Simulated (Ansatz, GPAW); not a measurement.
This is a calculation of SrO for GPAW 26.7.0 (ASE script). 

run.py

```python
from ase import Atoms
from ase.dft.bandgap import bandgap
from ase.io import write
from ase.units import Bohr, GPa
from gpaw import GPAW, PW
from gpaw.elf import elf_from_dft_calculation

atoms = Atoms(['Sr', 'O'],
              cell=[[0.0, 2.5663, 2.5663],
                    [2.5663, 0.0, 2.5663],
                    [2.5663, 2.5663, 0.0]],
              scaled_positions=[[0.5, 0.5, 0.5],
                                [0.0, 0.0, 0.0]],
              pbc=True)

calc = GPAW(mode=PW(800),
            xc='PBE',
            kpts={'size': (9, 9, 9), 'gamma': True},
            occupations={'name': 'methfessel-paxton', 'order': 0, 'width': 0.017},
            nbands=16,
            convergence={'density': 1e-05, 'energy': 1e-05},
            maxiter=150,
            txt='gpaw.txt')
atoms.calc = calc
energy = atoms.get_potential_energy()
forces = atoms.get_forces()
stress = atoms.get_stress()
calc.write('gs.gpw')
write('result.traj', atoms)
print(f'Energy: {energy:.6f} eV')
print('Forces (eV/A):')
print(forces.round(4))
print('Stress (GPa):', (stress / GPa).round(3))
print('Fermi level:', round(calc.get_fermi_level(), 4), 'eV')
print(f'Gap: {bandgap(calc)[0]:.4f} eV, direct: {bandgap(calc, direct=True)[0]:.4f} eV')

# fields on the real-space grid
write('density.cube', atoms, data=calc.get_pseudo_density() * Bohr**3)
write('potential.cube', atoms, data=calc.get_electrostatic_potential())
write('elf.cube', atoms, data=elf_from_dft_calculation(calc).data)
```

Potentials or basis: GPAW PAW data sets (gpaw-data 1.2.1), pw.

Run with:

```console
$ OMP_NUM_THREADS=1 python run.py
```

Problem. Translate it to Ansatz 0.2.0. Potentials or basis there: all-electron LAPW, scalar-relativistic.

Solution. As run (cutoffs and basis follow the program's own potentials, and thresholds, step limits or extra output files can differ):

input.yaml

```yaml
crystal:
  lattice:
    - [0.0, 2.5663, 2.5663]
    - [2.5663, 0.0, 2.5663]
    - [2.5663, 2.5663, 0.0]
  atoms:
    - { symbol: Sr, position: [0.5, 0.5, 0.5] }
    - { symbol: O, position: [0.0, 0.0, 0.0] }
kpoints:
  mp_grid: { grid: [9, 9, 9] }
scf:
  occupations: { method: gaussian, width: 0.017 }
hamiltonian:
  xc: pbe
  pseudopotentials: { kind: all_electron, lapw: { basis_error: 0.001 } }
output:
  forces: true
  stress: true
  eigenvalues: true
```

Potentials or basis: all-electron LAPW, scalar-relativistic.

Command:

```console
$ ansatz run input.yaml --threads 1 --pin off --max-ram 3072MiB --backend cpu --events-out ev --progress --plain --runs-dir out
```

Both were run:

|  | GPAW | Ansatz |
| --- | --- | --- |
| Pressure | 3.8 GPa | 3.3 GPa |

Where Ansatz's input types no cutoff or centring, it takes its own default and a Γ-centred mesh.

Pressure is positive in compression.
